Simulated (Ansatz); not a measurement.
Structure types of F were relaxed at one common pressure (all-electron LAPW in Ansatz 0.2.0 under PBE, scalar-relativistic, no spin polarisation, zero temperature). They take these volumes:

```tsv
type	space group	V (Å³/atom)
fcc	Fm-3m	6.96
bcc	Im-3m	6.97
distorted hcp	P6_3/mmc	7.13
diamond	Fd-3m	9.31
beta tin	I4_1/amd	7.43
distorted hexagonal	P6/mmm	7.36
```

Task: At about which pressure, and is the densest type also the lowest in enthalpy?

Result: 53 GPa. The densest types tie within 0.02 Å³/atom, and distorted hexagonal is the lowest in enthalpy.
